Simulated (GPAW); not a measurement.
SnSe2:

```xyz
3
Lattice="3.8110 0.0000 0.0000 -1.9055 3.3004 0.0000 0.0000 0.0000 6.1360" Properties=species:S:1:pos:R:3 pbc="T T T"
Sn    0.0000    0.0000    0.0000
Se    1.9055    1.1001    4.6081
Se    0.0000    2.2003    1.5279
```

Program: GPAW 26.7.0. Alike in all runs: cell as given.

Problem. Order these runs on this cell by their pressure, lowest first.
A. level PBEsol; potentials or basis PAW data sets generated in the run's folder for this functional, pw; spin off; k mesh 7 × 7 × 4; cutoff (eV) 500; smearing fermi-dirac 0.01 eV; maxiter 150
B. level M06-L; potentials or basis GPAW PAW data sets (gpaw-data 1.2.1), pw; spin SOC, no magnetisation; k mesh 6 × 6 × 3; cutoff (eV) 600; smearing fermi-dirac 0.05 eV; maxiter 150; band path GMKGALHA,LM,KH; band points 100; spin axis theta (degrees) 90; spin axis phi (degrees) 45
C. level BP86; potentials or basis PAW data sets generated in the run's folder for this functional, pw; spin SOC, no magnetisation; k mesh 6 × 6 × 3; cutoff (eV) 600; smearing fermi-dirac 0.05 eV; maxiter 150; band path GMKGALHA,LM,KH; band points 60; spin axis theta (degrees) 0; spin axis phi (degrees) 0
D. level LDA; potentials or basis the program's PAW data sets (release 1.2.1) made for this functional, pw; spin off; k mesh 7 × 7 × 4; cutoff (eV) 500; smearing fermi-dirac 0.05 eV; maxiter 80
E. level TASK; potentials or basis GPAW PAW data sets (gpaw-data 1.2.1), pw; spin SOC, no magnetisation; k mesh 6 × 6 × 3; cutoff (eV) 600; smearing fermi-dirac 0.05 eV; maxiter 150; band path GMKGALHA,LM,KH; band points 80; spin axis theta (degrees) 90; spin axis phi (degrees) 0

Solution. D (0.3 GPa), A (2.1 GPa), B (4.0 GPa), C (5.9 GPa), E (8.4 GPa).

Caveats: spin-orbit coupling was added after a scalar SCF, so levels and gaps hold it while energy, forces, pressure and moments don't (some runs); the cutoff is short for stress and forces, so pressures can be off by a GPa or more (some runs); the PAW data sets were made with another functional, which shifts forces and pressure a little (some runs); this functional lacks dispersion, which binds the layers, so the pressure and a relaxed spacing across them are unreliable (some runs).

Not every run made on this cell is shown here.
